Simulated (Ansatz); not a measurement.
# Nb under changes of volume

One of the cells (18.428 Å³/atom); the others are scaled copies at fixed shape and fractional positions:

```
Nb
1.0
    -1.66395    1.66395    1.66395
     1.66395   -1.66395    1.66395
     1.66395    1.66395   -1.66395
Nb
1
Direct
  0.00000 0.00000 0.00000
```

- Program: Ansatz 0.2.0
- Functional: PBE
- Potentials or basis: Ansatz PAW
- Cutoff: 420 eV (not typed: the program's choice for these potentials)
- k mesh: 11 × 11 × 11
- Occupations: fermi-dirac, width 0.05 eV
- Spin: no spin polarisation

```csv
volume (Å³/atom),energy over the lowest point (meV/atom),pressure (GPa)
17.322,?,?
17.691,7.78,5.2
18.060,0.00,1.5
18.428,0.48,-2.0
18.797,8.61,-5.2
19.165,23.77,-8.0
19.534,45.31,-10.7
```

Task: What does the run at 17.322 Å³/atom give?

Result: Energy over the lowest point 24.45 meV/atom; pressure 9.3 GPa.

Worked out: A Birch-Murnaghan fit of order 3 (a polynomial in V^(-2/3)) to the other rows has its minimum at 18.22 Å³/atom with B0 = V·E''(V) = 172 GPa and B' = 3.2. It gives 24.67 meV/atom at 17.322 Å³/atom, against the run's 24.45, and -dE/dV = 9.4 GPa, against 9.3.

Energies are extrapolated to zero smearing.
